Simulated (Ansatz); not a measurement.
System: chalcopyrite CuInS₂. Method: B3LYP (VWN-RPA form) in Ansatz (plane waves, PAW).

Settings: plane-wave cutoff 460 eV, 6×6×6 k mesh, Fermi–Dirac smearing 0.01 eV, no spin polarisation, scalar-relativistic PAW data made under PBE.

Cell (measured lattice):

```cif
data_Cu2In2S4
_chemical_formula_sum 'In2 Cu2 S4'
_space_group_name_H-M_alt 'P 1'
_space_group_IT_number 1
_cell_length_a 6.79972
_cell_length_b 6.79972
_cell_length_c 6.79972
_cell_angle_alpha 132.079
_cell_angle_beta 132.079
_cell_angle_gamma 70.104
loop_
_space_group_symop_operation_xyz
  'x, y, z'
loop_
_atom_site_label
_atom_site_type_symbol
_atom_site_fract_x
_atom_site_fract_y
_atom_site_fract_z
_atom_site_occupancy
In1 In 0.50000 0.50000 0.00000 1
In2 In 0.25000 0.75000 0.50000 1
Cu1 Cu 0.00000 0.00000 0.00000 1
Cu2 Cu 0.75000 0.25000 0.50000 1
S1 S 0.87500 0.89554 0.52054 1
S2 S 0.10446 0.62500 0.97946 1
S3 S 0.37500 0.35446 0.47946 1
S4 S 0.64554 0.12500 0.02054 1
```

Problem. Estimate the band gap that the calculation returns.

Solution. 
- band gap = 1.60 eV (on the SCF k mesh)

Measured, for comparison: band gap 1.55 eV (temperature not stated, no zero-point or thermal correction, direct or pseudo-direct at Γ; as tabulated in Ghosh et al. (2024), arXiv:2401.16805).

Note: cell and atoms aren't relaxed at this level (largest force component 0.13 eV/Å, pressure 4.6 GPa).

Spin–orbit coupling is not included.

Ansatz is a quantum-chemistry and plane-wave program.
